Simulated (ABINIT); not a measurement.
# A GW chain in ABINIT: GaAs (F-43m), part 3 of 3

Aim: the G0W0 gap of GaAs (F-43m) on PBE, step by step.

ABINIT 10.8.3; PBE and many-body steps on it, plane waves. Known limits of the many-body steps: not at the basis limit; screening runs away on this mesh; no spin-orbit coupling; coarse k mesh.

So far. Step 4 (Empty states on the mesh, 4×4×4 mesh, 132 bands): On this mesh the gap is 0.508 eV. Step 5 (Screening, 4×4×4 mesh, 124 bands, screening to 163.3 eV): Local fields lower ε∞ by 6 %. The value itself is an artefact of the mesh, where one narrow direct gap carries too much weight.

### 6. Self-energy, 4×4×4 mesh, 124 bands, screening to 163.3 eV

The self-energy is evaluated for the states that the input lists, and the levels follow from it, in one-shot runs by the linearised quasiparticle equation.

This step: G0W0 on PBE, plane waves, norm-conserving pseudopotentials.

Contents of run.abi:

```
acell 3*1.0 Angstrom
rprim 
  0.000000000000 2.826850000000 2.826850000000
  2.826850000000 0.000000000000 2.826850000000
  2.826850000000 2.826850000000 0.000000000000
ntypat 2
znucl 31 33
natom 2
typat 1 2
xred 
  0.000000000000 0.000000000000 0.000000000000
  0.250000000000 0.250000000000 0.250000000000
pp_dirpath "pseudos"
pseudos "Ga.upf, As.upf"
ecut 45
ngkpt 4 4 4
nshiftk 1
shiftk 0 0 0
kptopt 1
chksymbreak 0
istwfk *1
occopt 1
irdwfk 1
optdriver 4
nband 124
gwcalctyp 0
ecutsigx 45
symsigma 1
nkptgw 1
kptgw 
  0.0000000000 0.0000000000 0.0000000000
bdgw 
  20 26
ecuteps 6
irdscr 1
ppmodel 1
indata_prefix "in"
outdata_prefix "out"
tmpdata_prefix "tmp"
```

Launch:

```
> OMP_NUM_THREADS=1 mpirun -n 4 abinit run.abi > log
```

Numbers of over 12 decimals in the logs are rounded to 6 here.

Log:

```text
.Version 10.8.3 of ABINIT. v10.8.2 released Aug 2026.

 Symmetries : space group F-4 3 m (#216); Bravais cF (face-center cubic)
[... echo of the input left out ...]
== DATASET  1 ==================================================================
-   mpi_nproc: 4, omp_nthreads: 1 (-1 if OMP is not activated)

--- !DatasetInfo
iteration_state: {dtset: 1, }
dimensions: {natom: 2, nkpt: 8, mband: 124, nsppol: 1, nspinor: 1, nspden: 1, mpw: 4477, }
cutoff_energies: {ecut:  45.0, pawecutdg:  -1.0, }
electrons: {nelect:   4.40000000E+01, charge:   0.00000000E+00, occopt:   1.00000000E+00, tsmear:   1.00000000E-02, }

 SIGMA: Calculation of the GW corrections

 Based on a program developped by R.W. Godby, V. Olevano, G. Onida, and L. Reining.
 Incorporated in ABINIT by V. Olevano, G.-M. Rignanese, and M. Torrent.
.Using double precision arithmetic ; gwpc =  8

[... cell and pseudopotentials left out ...]
--------------------------------------------------------------------------------

 ==== K-mesh for the wavefunctions ====
 Number of points in the irreducible wedge :     8
[... list of points left out ...]
 Together with 24 symmetry operations and time-reversal symmetry
 yields    64 points in the full Brillouin Zone.

 ==== Q-mesh for screening function ====
 Number of points in the irreducible wedge :     8
[... list of points left out ...]
 Together with 24 symmetry operations and time-reversal symmetry
 yields    64 points in the full Brillouin Zone.

 vcoul_init : cutoff-mode = AUXILIARY_FUNCTION
 q-points for optical limit:   1
     1)      0.000010    0.000020    0.000030
 setmesh: FFT mesh size selected  =    45x   45x   45
          total number of points  =        91125

 Number of electrons calculated from density =   44.0000; Expected =   44.0000
 average of density, n =  0.144317
 r_s =    1.1827
 omega_plasma =   36.6450 [eV]

 === KS Band Gaps ===
  >>>> For spin  1
   Minimum direct gap =   0.5078 [eV], located at k-point      :   0.0000  0.0000  0.0000
   Fundamental gap    =   0.5078 [eV], Top of valence bands at :   0.0000  0.0000  0.0000
                                       Bottom of conduction at :   0.0000  0.0000  0.0000
 SIGMA fundamental parameters:
 PLASMON POLE MODEL  1
 number of plane-waves for SigmaX                 4477
 number of plane-waves for SigmaC and W            181
 number of plane-waves for wavefunctions          4477
 number of bands                                   124
 number of independent spin polarizations            1
 number of spinorial components                      1
 number of k-points in IBZ                           8
 number of q-points in IBZ                           8
 number of symmetry operations                      24
 number of k-points in BZ                           64
 number of q-points in BZ                           64
 number of frequencies for dSigma/dE                 9
 frequency step for dSigma/dE [eV]                0.25
 number of omega for Sigma on real axis              0
 max omega for Sigma on real axis  [eV]           0.00
 zcut for avoiding poles [eV]                     0.10

 EPSILON^-1 parameters (SCR file):
 dimension of the eps^-1 matrix on file            181
 dimension of the eps^-1 matrix used               181
 number of plane-waves for wavefunctions          4477
 number of bands                                   124
 number of q-points in IBZ                           8
 number of frequencies                               2
 number of real frequencies                          1
 number of imag frequencies                          1

 matrix elements of self-energy operator (all in [eV])

 Perturbative Calculation

--- !SelfEnergy_ee
iteration_state: {dtset: 1, }
kpoint     : [   0.000,    0.000,    0.000, ]
spin       : 1
KS_gap     :    0.508
QP_gap     :    1.133
Delta_QP_KS:    0.626
data: !SigmaeeData |
     Band     E0 <VxcDFT>   SigX SigC(E0)      Z dSigC/dE  Sig(E)    E-E0       E
       20   5.666 -14.357 -16.013   1.155   0.799  -0.252 -14.758  -0.401   5.266
       21   5.666 -14.357 -16.013   1.155   0.799  -0.252 -14.758  -0.401   5.266
       22   5.666 -14.357 -16.013   1.155   0.799  -0.252 -14.758  -0.401   5.266
       23   6.174 -14.700 -10.607  -3.812   0.803  -0.246 -14.475   0.225   6.399
       24   9.403 -11.528  -7.015  -4.348   0.802  -0.246 -11.396   0.132   9.535
       25   9.403 -11.528  -7.015  -4.348   0.802  -0.246 -11.396   0.132   9.535
       26   9.403 -11.528  -7.015  -4.348   0.802  -0.246 -11.396   0.132   9.535

== END DATASET(S) ==============================================================
================================================================================

 -outvars: echo values of variables after computation  --------
           etotal      0.0000000000E+00
            nband         124
             nkpt           8
          spgroup         216
 [... the other variables as echoed above ...]

 Calculation completed.
```

It took 7.4 s on 4 MPI ranks of Arm Neoverse V1, shared host; peak memory 0.83 GiB; 29 s of CPU time.

Numbers from this step:

- G0W0 gap on the points computed: 1.133 eV
- starting gap on the mesh: 0.5078 eV
- k of the valence top: 0, 0, 0
- k of the conduction bottom: 0, 0, 0
- Z at the valence top: 0.799
- Z at the conduction bottom: 0.803
- least direct G0W0 gap on the computed points: 1.133 eV

The gap on the mesh goes from 0.51 eV to 1.13 eV, a correction of +0.63 eV.

Limits: finite bands, cutoff and mesh; no spin-orbit coupling; coarse k mesh. v1 is the top filled band, c1 the lowest empty one. The levels before and after the correction (eV, zero at the valence-band top of each column):

```tsv
	conduction bottom	valence top
Kohn-Sham	0.51	0.00
G0W0	1.13	0.00
```

```tsv
	level	energy (eV)
Kohn-Sham	Γ v3-v1	0.000
Kohn-Sham	Γ c1	0.508
Kohn-Sham	Γ c2-c4	3.737
G0W0	Γ v3-v1	0.000
G0W0	Γ c1	1.133
G0W0	Γ c2-c4	4.269
```

### 7. Where the time went

Times are wall times on 4 MPI ranks of Arm Neoverse V1, shared host, good to a factor of about two.

```tsv
step	time	share	memory (GiB)
ground state	26 s	11 %	0.35
bands along the symmetry lines	29 s	12 %	0.36
empty states on the mesh	2 min	50 %	4.4
screening	58 s	24 %	1.2
self-energy	7.4 s	3 %	0.83
```

### 8. Summary of results

```yaml
pbe_gap: 0.51 eV, direct
g0w0_gap_on_the_mesh: 1.13 eV
gw_settings: 4×4×4 mesh, 124 bands, screening to 163.3 eV, Godby-Needs plasmon pole
known_limits: not at the basis limit; screening runs away on this mesh; no spin-orbit coupling; coarse k mesh
```

In words: G0W0 moves the gap on the mesh from 0.51 eV to 1.13 eV (+0.63 eV), with Z of 0.80 and 0.80 at the edges. Local fields lower the RPA ε∞ on this mesh from 149.57 to 140.68; a Γ-centred mesh this coarse tends to raise both, most where the direct gap is narrow, while a short band sum lowers them. Only 1 of the mesh's irreducible points was corrected, so a valley elsewhere could overtake. The dearest step here is «empty states on the mesh». Against experiment, by G0W0@PBE: the direct gap of 1.13 eV lies −0.38 eV from the measured 1.51 eV (exciton, 77 K, 2020); the direct gap of 1.13 eV lies −0.28 eV from the measured 1.412 ± 0.01 eV (direct, 300 K, 2008); the direct gap of 1.13 eV lies −0.29 eV from the measured 1.42 eV (direct, 300 K, 2004); the direct gap of 1.13 eV lies −0.28 eV from the measured 1.418 ± 0.005 eV (direct, 300 K, 2008). An exciton line or allowed optical edge lies below the quasiparticle gap by the binding energy; a forbidden edge can push the onset above it. The calculation has static nuclei and no excitons; a measured gap holds zero-point and thermal motion, which mostly lowers it. Bands and cutoff are finite, so the gap is not at the basis limit. The miss can reach some tenths of an eV and take either sign; the mesh is an error of its own. In the G0W0 run levels were corrected at 1 k point alone, so a gap called «on the mesh» is the least over those, and an edge elsewhere would be missed. The 4×4×4 mesh is coarse for this cell, which bears on the long-range parts of exchange and screening. On this mesh the RPA ε∞ passes 90, more than nearly any semiconductor shows; a coarse mesh does this where one point with a narrow direct gap carries much weight. The screening is then too strong, and the G0W0 gap should not be taken as the material's. The many-body steps are scalar-relativistic: spin-orbit coupling is not in them.

[Paths, hosts, dates, memory and timing lines, banners, echoed tables and standing remarks are left out of the program output.]

[Logs are printed without paths, hosts, clocks, repeated set-up lines and the standing remarks that a program may print on its own settings, such as how far it seeks lower states.]

[Runs of the session that timed out or met a known fault of the program may be left out.]

[Hosts, paths, dates, database ids (printed as entryN), source tags and the programs' standing remarks are cut or masked in the printed files.]

[G0W0 gaps are taken among the corrected bands and points alone; a level outside them can change the order at an edge.]

[Where Ansatz stands beside ABINIT at settings called matched, ABINIT's density can come from a denser mesh and the files from another edition; pairs whose starting gaps differed by over 0.03 eV were left out, so agreement reads better than it is.]
